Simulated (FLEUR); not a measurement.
Runs of FLEUR MaX-R8.1 (later development tree) on MgS. It takes space group F-43m (No. 216, cubic). Conventional cell: a = 5.666 Å, b = 5.666 Å, c = 5.666 Å, α = 90.00°, β = 90.00°, γ = 90.00°. Around S (site symmetry -43m) lie 4 Mg at 2.45 Å. Mg (site symmetry -43m) has 4 S at 2.45 Å as nearest neighbours. The cell comes from a database or a generator and needn't be the stable form of this composition.

```csv
task,level,gmax,muffin-tin radii,max iterations,mixing factor,mixer,kmax,gap on the mesh (eV),V0 of scaled cells (Å³/atom),B0 (GPa)
equation of state,r2SCAN,14.6 1/bohr,"S 2.08, Mg 2.08 bohr",-,-,-,4.71 1/bohr,-,(b),60
band structure,r2SCAN,14.1 1/bohr,"S 2.15, Mg 2.15 bohr",80,0.05,Anderson,4.56 1/bohr,(a),-,-
band structure,LDA,14.1 1/bohr,"S 2.15, Mg 2.15 bohr",60,0.05,Anderson,4.56 1/bohr,3.18,-,-
equation of state,LDA,14.6 1/bohr,"S 2.08, Mg 2.08 bohr",-,-,-,4.71 1/bohr,-,21.88,62
```

Alike in all rows: potentials or basis all-electron, FLAPW; no spin polarisation; cell as given; k mesh 8 × 8 × 8; smearing fermi-dirac 0.05 eV.

Task: Estimate the missing entries.

Result: (a) 4.13; (b) 22.71.

Caveats: the meta-GGA is that of a development version, with a GGA for the radial functions and cores and without core tails (some runs).

